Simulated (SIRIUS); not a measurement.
# GaAs (F-43m) in SIRIUS: equation of state

How stiff is GaAs in PBE, and what volume does it want? The cell is scaled to several volumes.

All numbers are computed with SIRIUS 7.10.0; they aren't measurements. Logs are shortened: lines on timing, memory, paths and dates and some standing lists are left out, and cuts for length are marked. The log counts tension as positive stress, the text compression.

**1. The structure**

The structure is cubic, space group F-43m (No. 216). The conventional cell has a = 5.654 Å, b = 5.654 Å, c = 5.654 Å, α = 90.00°, β = 90.00°, γ = 90.00°. Around As (site symmetry -43m) lie 4 Ga at 2.45 Å. Around Ga (site symmetry -43m) lie 4 As at 2.45 Å.

**2. Single point, PBE, 21.23 Å³/atom (volume scaled by 0.94)**

sirius.json

```json
{
  "control": {
    "processing_unit": "cpu",
    "verbosity": 2,
    "num_bands_to_print": 22,
    "print_forces": true,
    "print_stress": true
  },
  "parameters": {
    "electronic_structure_method": "pseudopotential",
    "xc_functionals": ["XC_GGA_X_PBE", "XC_GGA_C_PBE"],
    "gk_cutoff": 9.2,
    "pw_cutoff": 18.4,
    "ngridk": [8, 8, 8],
    "shiftk": [0, 0, 0],
    "smearing": "fermi_dirac",
    "smearing_width": 0.0018374661,
    "num_bands": 22,
    "num_mag_dims": 0,
    "num_dft_iter": 100,
    "energy_tol": 1e-08,
    "density_tol": 1e-06
  },
  "iterative_solver": {
    "type": "davidson",
    "min_tolerance": 1e-10
  },
  "mixer": {
    "type": "anderson",
    "beta": 0.7,
    "max_history": 8
  },
  "settings": {
    "tol_ne": 1e-10
  },
  "unit_cell": {
    "lattice_vectors": [
      [0.0, 5.232921853673, 5.232921853673],
      [5.232921853673, 0.0, 5.232921853673],
      [5.232921853673, 5.232921853673, 0.0]
    ],
    "atom_coordinate_units": "lattice",
    "atom_types": ["As", "Ga"],
    "atom_files": {
      "Ga": "Ga.json",
      "As": "As.json"
    },
    "atoms": {
      "As": [
        [0.75, 0.75, 0.75]
      ],
      "Ga": [
        [0.0, 0.0, 0.0]
      ]
    }
  }
}
```

Potentials or basis: PseudoDojo 0.4.1 PBE standard (scalar relativistic).

The run is started by

```
> upf_to_json Ga.upf
> upf_to_json As.upf
> OMP_NUM_THREADS=1 sirius.scf --input=sirius.json --output=out.json --task=0
```

What it wrote:

```text
[info] SIRIUS version : 7.10.0
[info] number of MPI ranks           : 1
[info] MPI grid                      : 1 1
[info] maximum number of OMP threads : 1
[fft] FFT context for density and potential
[fft] =====================================
[fft]   comm size                             : 1
[fft]   plane wave cutoff                     : 18.4
[fft]   grid size                             : 48 48 48   total : 110592
[fft]   grid limits                           : -23 24   -23 24   -23 24
[fft]   number of G-vectors within the cutoff : 15174
[fft]   local number of G-vectors             : 15174
[fft]   number of G-shells                    : 824
[fft] FFT context for coarse grid
[fft] =====================================
[fft]   comm size                             : 1
[fft]   plane wave cutoff                     : 18.4
[fft]   grid size                             : 48 48 48   total : 110592
[fft]   grid limits                           : -23 24   -23 24   -23 24
[fft]   number of G-vectors within the cutoff : 15174
[fft]   local number of G-vectors             : 15174
[fft]   number of G-shells                    : 824
[unit cell] lattice vectors
[unit cell]   a1 :       0.0000000000      5.2329218537      5.2329218537
[unit cell]   a2 :       5.2329218537      0.0000000000      5.2329218537
[unit cell]   a3 :       5.2329218537      5.2329218537      0.0000000000
[unit cell] reciprocal lattice vectors
[unit cell]   b1 :      -0.6003515324      0.6003515324      0.6003515324
[unit cell]   b2 :       0.6003515324     -0.6003515324      0.6003515324
[unit cell]   b3 :       0.6003515324      0.6003515324     -0.6003515324
[unit cell] unit cell volume :       286.59112898 [a.u.^3]
[unit cell] 1/sqrt(omega)    :         0.05907023
[unit cell] MT volume        :         0.00000000 ( 0.00%)
[unit cell] IT volume        :       286.59112898 (100.00%)
[unit cell] number of atom types : 2
[unit cell] type id : 0 symbol : As mt_radius :  13.570000 num_atoms : 1
[unit cell] type id : 1 symbol : Ga mt_radius :  19.010000 num_atoms : 1
[unit cell] total number of atoms : 2
[unit cell] number of symmetry classes : 2
[unit cell] number of PAW atoms : 0
[unit cell] atom id  type id  class id             position                      vector_field
[unit cell] ------------------------------------------------------------------------------------------
[unit cell]      0        0        0      0.75000   0.75000   0.75000      0.00000   0.00000   0.00000
[unit cell]      1        1        1      0.00000   0.00000   0.00000      0.00000   0.00000   0.00000
[unit cell] atom id         position (Cartesian, a.u.)
[unit cell] ---------------------------------------------
[unit cell]      0       7.849383    7.849383    7.849383
[unit cell]      1       0.000000    0.000000    0.000000
[unit cell] class id : 0 atom id : 0
[unit cell] class id : 1 atom id : 1
[unit cell] minimum bond length:     4.531843
[unit cell] total number of pseudo wave-functions: 18
[sym] space group number   : 216
[sym] international symbol : F-43m
[sym] Hall symbol          : F -4 2 3
[sym] space group transformation matrix :
[sym]   0.0000  0.5000  0.5000
[sym]  -0.5000 -0.5000  0.0000
[sym]   0.5000  0.0000  0.5000
[sym] space group origin shift :
[sym]   0.0000 -0.0000  0.0000
[sym] number of space group operations  : 24
[sym] number of magnetic group operations : 24
[sym] metric tensor error: 0.0000e+00
[sym] rotation matrix error: 1.3697e-17
[sym] symmetry operations
[... list of symmetry operations ...]
[atom type] label          : As
[atom type] --------------------------------------------------------------------------------
[atom type] symbol         : As
[atom type] name           :
[atom type] zn             : 15
[atom type] mass           : 0
[atom type] mt_radius      : 13.57
[atom type] num_mt_points  : 1358
[atom type] grid_origin    : 0
[atom type] grid_name      : external
[atom type] number of core electrons    : 0
[atom type] number of valence electrons : 15
[... 288 lines left out ...]
[find] band gap (eV)                  :       0.99103446
[find] Efermi                         :       0.37603429
[find] iteration : 13, RMS : 4.000550208197e-09, energy difference : 1.250555214938e-12
[find] Hartree energy of density residual : 1.350931776764e-15
[find] | SCF iteration  14 out of 100|
[diagonalize] iterative solver tolerance (occupied, empty): 2.63008e-10 2.63008e-10
[diagonalize] average number of iterations: 1.44828
[find] Total energy                   :    -182.56077038 (Ha),    -365.12154076 (Ry)
[find] Free energy (E-TS)             :    -182.56077040 (Ha),    -365.12154079 (Ry)
[find] band gap (eV)                  :       0.99103451
[find] Efermi                         :       0.37603429
[find] iteration : 14, RMS : 2.819244246497e-09, energy difference : -4.774847184308e-12
[find] Hartree energy of density residual : 3.043231478205e-15
[find] bands are converged : true
[find] iterative solver converged : false
[find] +------------------------------+
[find] | SCF iteration  15 out of 100|
[find] +------------------------------+
[diagonalize] iterative solver tolerance (occupied, empty): 1.31504e-10 1.31504e-10
[diagonalize] average number of iterations: 2.03448
[diagonalize] Lowest band energies
[diagonalize] ik:    0   -0.940610   -0.940610   -0.940610   -0.940148   -0.940148   -0.192150   -0.192150   -0.192150   -0.188680   -0.188680   -0.127856    0.356874    0.356874    0.356874    0.393294    0.494930    0.494930    0.494930    0.643612    0.736265    0.736265    0.787895
[diagonalize] ik:    1   -0.940608   -0.940604   -0.940604   -0.940147   -0.940147   -0.192832   -0.191989   -0.191989   -0.188690   -0.188690   -0.120492    0.285452    0.347326    0.347326    0.426781    0.508759    0.508759    0.516176    0.679363    0.702059    0.702059    0.762877
[diagonalize] ik:    2   -0.940605   -0.940589   -0.940589   -0.940143   -0.940143   -0.194255   -0.191641   -0.191641   -0.188671   -0.188671   -0.099954    0.200026    0.329709    0.329709    0.417915    0.528543    0.528543    0.587318    0.691442    0.693193    0.693193    0.809347
[diagonalize] ik:    3   -0.940601   -0.940575   -0.940575   -0.940138   -0.940138   -0.195470   -0.191368   -0.191368   -0.188574   -0.188574   -0.072117    0.130664    0.316261    0.316261    0.405010    0.530725    0.530725    0.644271    0.698959    0.739875    0.739875    0.884649
[diagonalize] ik:    4   -0.940600   -0.940569   -0.940569   -0.940136   -0.940136   -0.195931   -0.191281   -0.191281   -0.188507   -0.188507   -0.055804    0.100169    0.311446    0.311446    0.400279    0.528250    0.528250    0.644225    0.756798    0.806847    0.806847    0.840864
[diagonalize] ...
[diagonalize] ik:   24   -0.940629   -0.940551   -0.940537   -0.940162   -0.940114   -0.196504   -0.190591   -0.190375   -0.189411   -0.188318   -0.046787    0.127271    0.235754    0.257932    0.453916    0.477150    0.595190    0.688791    0.739734    0.806805    0.864841    0.895147
[diagonalize] ik:   25   -0.940611   -0.940563   -0.940531   -0.940156   -0.940118   -0.196628   -0.190702   -0.190277   -0.189218   -0.188456   -0.029950    0.107275    0.211078    0.250861    0.468515    0.536111    0.578983    0.655498    0.716519    0.820917    0.850108    0.895344
[diagonalize] ik:   26   -0.940594   -0.940578   -0.940538   -0.940150   -0.940124   -0.196414   -0.190881   -0.190425   -0.189038   -0.188571   -0.035838    0.114121    0.205375    0.264503    0.483447    0.554253    0.563268    0.649478    0.688625    0.750955    0.892992    0.904692
[diagonalize] ik:   27   -0.940634   -0.940542   -0.940524   -0.940166   -0.940108   -0.196969   -0.190291   -0.190127   -0.189501   -0.188287   -0.024412    0.099259    0.231758    0.235210    0.449412    0.460034    0.668164    0.675997    0.780553    0.825828    0.862916    0.872921
[diagonalize] ik:   28   -0.940597   -0.940579   -0.940524   -0.940155   -0.940118   -0.196685   -0.190710   -0.190189   -0.189157   -0.188534   -0.023039    0.103450    0.216000    0.223149    0.531624    0.537508    0.563375    0.580225    0.782891    0.824632    0.861579    0.880102
[find] Charges and magnetic moments
[find] --------------------------------------------------------------------------------
[find] total charge          : 28.000000
[find] Energy
[find] --------------------------------------------------------------------------------
[find] valence_eval_sum               :     -10.07496108
[find] <rho|V^{XC}>                   :     -29.60692452
[find] <rho|E^{XC}>                   :     -44.75210852
[find] <mag|B^{XC}>                   :       0.00000000
[find] <rho|V^{H}>                    :     112.19488264
[find] one-electron contribution      :     -92.66291920 (Ha),    -185.32583840 (Ry)
[find] hartree contribution           :      56.09744132
[find] xc contribution                :     -44.75210852
[find] ewald contribution             :    -101.24318425
[find] PAW contribution               :       0.00000000
[find] smearing (-TS)                 :      -0.00000001
[find] SCF correction                 :       0.00000027
[find] Total energy                   :    -182.56077038 (Ha),    -365.12154076 (Ry)
[find] Free energy (E-TS)             :    -182.56077040 (Ha),    -365.12154079 (Ry)
[find] band gap (eV)                  :       0.99103451
[find] Efermi                         :       0.37603430
[find] iteration : 15, RMS : 2.423724370122e-09, energy difference : 1.989519660128e-13
[find] Hartree energy of density residual : 1.189085144601e-15
[find] bands are converged : true
[find] iterative solver converged : true
[find] converged after 16 SCF iterations!
[find] Charges and magnetic moments
[find] --------------------------------------------------------------------------------
[find] total charge          : 28.000000
[find] Energy
[find] --------------------------------------------------------------------------------
[find] valence_eval_sum               :     -10.07496108
[find] <rho|V^{XC}>                   :     -29.60692452
[find] <rho|E^{XC}>                   :     -44.75210852
[find] <mag|B^{XC}>                   :       0.00000000
[find] <rho|V^{H}>                    :     112.19488264
[find] one-electron contribution      :     -92.66291920 (Ha),    -185.32583840 (Ry)
[find] hartree contribution           :      56.09744132
[find] xc contribution                :     -44.75210852
[find] ewald contribution             :    -101.24318425
[find] PAW contribution               :       0.00000000
[find] smearing (-TS)                 :      -0.00000001
[find] SCF correction                 :       0.00000027
[find] Total energy                   :    -182.56077038 (Ha),    -365.12154076 (Ry)
[find] Free energy (E-TS)             :    -182.56077040 (Ha),    -365.12154079 (Ry)
[find] band gap (eV)                  :       0.99103451
[find] Efermi                         :       0.37603430
[ground_state] === stress tensor components [kbar] ===
[ground_state] === stress_kin ===
[ground_state] -95077.620267    0.000000    0.000000
[ground_state]     0.000000-95077.620267   -0.000000
[ground_state]     0.000000   -0.000000-95077.620267
[ground_state] === stress_har ===
[ground_state] -19196.261640    0.000000    0.000000
[ground_state]     0.000000-19196.261640   -0.000000
[ground_state]     0.000000   -0.000000-19196.261640
[ground_state] === stress_ewald ===
[ground_state] 34644.907295   -0.000000    0.000000
[ground_state]    -0.00000034644.907295    0.000000
[ground_state]     0.000000    0.00000034644.907295
[ground_state] === stress_vloc ===
[ground_state]  -566.342844    0.000000    0.000000
[ground_state]     0.000000 -566.342844   -0.000000
[ground_state]     0.000000   -0.000000 -566.342844
[ground_state] === stress_xc ===
[ground_state] -14970.592044    0.000000    0.000000
[ground_state]     0.000000-14970.592044   -0.000000
[ground_state]     0.000000   -0.000000-14970.592044
[ground_state] === stress_core ===
[ground_state] 25718.637810   -0.000000    0.000000
[ground_state]    -0.00000025718.637810    0.000000
[ground_state]     0.000000    0.00000025718.637810
[ground_state] === stress_nonloc ===
[ground_state] 69359.123116   -0.000000    0.000000
[ground_state]    -0.00000069359.123116    0.000000
[ground_state]     0.000000    0.00000069359.123116
[ground_state] === stress_us_nl ===
[ground_state] 69359.123116   -0.000000    0.000000
[ground_state]    -0.00000069359.123116    0.000000
[ground_state]     0.000000    0.00000069359.123116
[ground_state] === stress_total ===
[ground_state]   -88.148575    0.000000    0.000000
[ground_state]     0.000000  -88.148575   -0.000000
[ground_state]     0.000000   -0.000000  -88.148575
[ground_state] ==== total Forces in Ha/bohr =====
[ground_state] atom:    0, force:      -0.0000000     -0.0000000      0.0000000
[ground_state] atom:    1, force:      -0.0000000     -0.0000000      0.0000000
[ground_state] ==== ultrasoft contribution from Qij =====
[ground_state] atom:    0, force:       0.0000000      0.0000000      0.0000000
[ground_state] atom:    1, force:       0.0000000      0.0000000      0.0000000
[ground_state] ==== non-local contribution from Beta-projector =====
[ground_state] atom:    0, force:       0.0000000      0.0000000      0.0000000
[ground_state] atom:    1, force:      -0.0000000     -0.0000000      0.0000000
[ground_state] ==== contribution from local potential =====
[ground_state] atom:    0, force:       0.0000000      0.0000000      0.0000000
[ground_state] atom:    1, force:       0.0000000      0.0000000      0.0000000
[ground_state] ==== contribution from core density =====
[ground_state] atom:    0, force:      -0.0000000     -0.0000000      0.0000000
[ground_state] atom:    1, force:       0.0000000      0.0000000     -0.0000000
[ground_state] ==== Ewald forces from ions =====
[ground_state] atom:    0, force:       0.0000000      0.0000000      0.0000000
[ground_state] atom:    1, force:       0.0000000      0.0000000      0.0000000
[~DFT_ground_state] local op. applied: 20935
[~DFT_ground_state] evp. work count: 3558.47
[~DFT_ground_state] number of iterative solver steps: 1316
```

It took 72 s on 1 thread of Arm Neoverse V1, shared host; peak memory 0.43 GiB.

What came out:

```
Free energy            : -4967.7316 eV
Pressure               : 8.8 GPa
Band gap on the k mesh : 0.99 eV
```

**3. Single point, PBE, 21.69 Å³/atom (volume scaled by 0.96)**

Edit sirius.json of step 2 so:

```diff
@@ -37,5 +37,5 @@
     "lattice_vectors": [
-      [0.0, 5.232921853673, 5.232921853673],
-      [5.232921853673, 0.0, 5.232921853673],
-      [5.232921853673, 5.232921853673, 0.0]
+      [0.0, 5.269774630206, 5.269774630206],
+      [5.269774630206, 0.0, 5.269774630206],
+      [5.269774630206, 5.269774630206, 0.0]
     ],
```

Potentials or basis: PseudoDojo 0.4.1 PBE standard (scalar relativistic).

The run is started by

```
> upf_to_json Ga.upf
> upf_to_json As.upf
> OMP_NUM_THREADS=1 sirius.scf --input=sirius.json --output=out.json --task=0
```

Wall time 72 s (1 thread of Arm Neoverse V1, shared host); peak memory 0.42 GiB.

Results (log left out):

* Free energy: -4967.7756 eV
* Pressure: 6.8 GPa
* Band gap on the k mesh: 0.83 eV

**4. Single point, PBE, 22.14 Å³/atom (volume scaled by 0.98)**

Edit sirius.json of step 3 so:

```diff
@@ -37,5 +37,5 @@
     "lattice_vectors": [
-      [0.0, 5.269774630206, 5.269774630206],
-      [5.269774630206, 0.0, 5.269774630206],
-      [5.269774630206, 5.269774630206, 0.0]
+      [0.0, 5.306119052082, 5.306119052082],
+      [5.306119052082, 0.0, 5.306119052082],
+      [5.306119052082, 5.306119052082, 0.0]
     ],
```

The run is started by

```
> upf_to_json Ga.upf
> upf_to_json As.upf
> OMP_NUM_THREADS=1 sirius.scf --input=sirius.json --output=out.json --task=0
```

It took 73 s on 1 thread of Arm Neoverse V1, shared host; peak memory 0.42 GiB.

The run converged. Its results:

```
Free energy            : -4967.8088 eV
Pressure               : 5.0 GPa
Band gap on the k mesh : 0.67 eV
```

**5. Single point, PBE, 23.04 Å³/atom (volume scaled by 1.02)**

Edit sirius.json of step 4 so:

```diff
@@ -37,5 +37,5 @@
     "lattice_vectors": [
-      [0.0, 5.306119052082, 5.306119052082],
-      [5.306119052082, 0.0, 5.306119052082],
-      [5.306119052082, 5.306119052082, 0.0]
+      [0.0, 5.377350626351, 5.377350626351],
+      [5.377350626351, 0.0, 5.377350626351],
+      [5.377350626351, 5.377350626351, 0.0]
     ],
```

The run is started by

```
> upf_to_json Ga.upf
> upf_to_json As.upf
> OMP_NUM_THREADS=1 sirius.scf --input=sirius.json --output=out.json --task=0
```

Run time: 77 s. Hardware: 1 thread of Arm Neoverse V1, shared host; peak memory 0.45 GiB.

It converged, with:

```yaml
Free_energy: -4967.8474 eV
Pressure: 1.9 GPa
Band_gap_on_the_k_mesh: 0.37 eV
```

**6. Single point, PBE, 23.49 Å³/atom (volume scaled by 1.04)**

Edit sirius.json of step 5 so:

```diff
@@ -37,5 +37,5 @@
     "lattice_vectors": [
-      [0.0, 5.377350626351, 5.377350626351],
-      [5.377350626351, 0.0, 5.377350626351],
-      [5.377350626351, 5.377350626351, 0.0]
+      [0.0, 5.41226946605, 5.41226946605],
+      [5.41226946605, 0.0, 5.41226946605],
+      [5.41226946605, 5.41226946605, 0.0]
     ],
```

Potentials or basis: PseudoDojo 0.4.1 PBE standard (scalar relativistic).

The run is started by

```
> upf_to_json Ga.upf
> upf_to_json As.upf
> OMP_NUM_THREADS=1 sirius.scf --input=sirius.json --output=out.json --task=0
```

Wall time 77 s (1 thread of Arm Neoverse V1, shared host); peak memory 0.42 GiB.

The run converged. Its results:

```yaml
Free_energy: -4967.8546 eV
Pressure: 0.6 GPa
Band_gap_on_the_k_mesh: 0.22 eV
```

**7. Single point, PBE, 23.94 Å³/atom (volume scaled by 1.06)**

Edit sirius.json of step 6 so:

```diff
@@ -37,5 +37,5 @@
     "lattice_vectors": [
-      [0.0, 5.41226946605, 5.41226946605],
-      [5.41226946605, 0.0, 5.41226946605],
-      [5.41226946605, 5.41226946605, 0.0]
+      [0.0, 5.44674344948, 5.44674344948],
+      [5.44674344948, 0.0, 5.44674344948],
+      [5.44674344948, 5.44674344948, 0.0]
     ],
```

The run is started by

```
> upf_to_json Ga.upf
> upf_to_json As.upf
> OMP_NUM_THREADS=1 sirius.scf --input=sirius.json --output=out.json --task=0
```

Run time: 74 s. Hardware: 1 thread of Arm Neoverse V1, shared host; peak memory 0.42 GiB.

Results (log left out):

- Free energy: -4967.8549 eV
- Pressure: -0.5 GPa
- Band gap on the k mesh: 0.09 eV

**8. Equation of state, PBE**

Potentials or basis: PseudoDojo 0.4.1 PBE standard (scalar relativistic).

This step only gathers the single runs of the series.

What came out:

| Quantity | Value |
| --- | --- |
| Equilibrium volume | 23.74 Å³/atom |
| Bulk modulus | 61 GPa |
| Pressure derivative of the bulk modulus | 4.8 |

Energy against volume, from the lowest point:
```
volume (Å³/atom)  energy (meV/atom)
          21.234              61.64
          21.686              39.65
          22.138              23.04
          22.590              11.25
          23.041               3.78
          23.493               0.18
          23.945               0.00
```

PBE usually gives volumes a little too large and moduli too small. Zero-point motion and thermal expansion aren't in these numbers.
